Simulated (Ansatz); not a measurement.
MgO: what symmetry allows forces and stress to be

```
Mg O
1.0
     3.29505    0.00000    0.00000
    -1.64752    3.19613    0.04170
     0.00000    0.05770    4.22684
Mg O
2 2
Cartesian
  1.6475 0.9446 3.3281
  0.0000 2.3070 0.9542
  1.6475 1.1244 1.0688
  0.0000 2.1317 3.1860
```

All numbers below come from DFT PBE, scalar-relativistic, plane waves, PAW in Ansatz.

Cutoff 420 eV; k points 9×9×6 on the computed 4-atom cell (Γ-centred); Gaussian smearing, width 0.02 eV; no spin polarisation.

This distorted cell has space group Cm, with 2 operations.

Problem. Without a calculation: in which directions can each atom feel a force?

Solution. A force must be left unchanged by every operation that keeps its atom in place, so it lies in the space that those operations leave fixed. Atoms that the group maps onto each other feel forces of one size.
```tsv
atom	site symmetry	operations at the site	equivalent to atom	allowed force (Cartesian)
Mg1	m	2	1	in the plane normal to (1.00, 0.00, 0.00)
Mg2	m	2	2	in the plane normal to (1.00, 0.00, 0.00)
O3	m	2	3	in the plane normal to (1.00, 0.00, 0.00)
O4	m	2	4	in the plane normal to (1.00, 0.00, 0.00)
```

That leaves 8 independent force components of 12, tied by 2 conditions that the forces sum to zero, so 6 remain. A relaxation in this cell that keeps the symmetry moves the atoms in these directions alone.

Problem. And the stress tensor?

Solution. It must be invariant under the point group, which leaves 4 independent components: xz, xy vanish.

Problem. Do the computed values obey this?

Solution. Yes. Forces (eV/Å):
```
Mg1  0.000  1.173 -2.207
Mg2  0.000 -1.147  2.045
O3   0.000 -0.626  0.115
O4   0.000  0.599  0.047
```

Stress (GPa, compression positive, xx yy zz yz xz xy): 6.93 -2.06 7.07 -5.22 0.00 0.00. The program imposes the same operations on density, forces and stress, so this confirms the analysis and is no independent test of the calculation.

This form isn't the usual stable structure of the compound.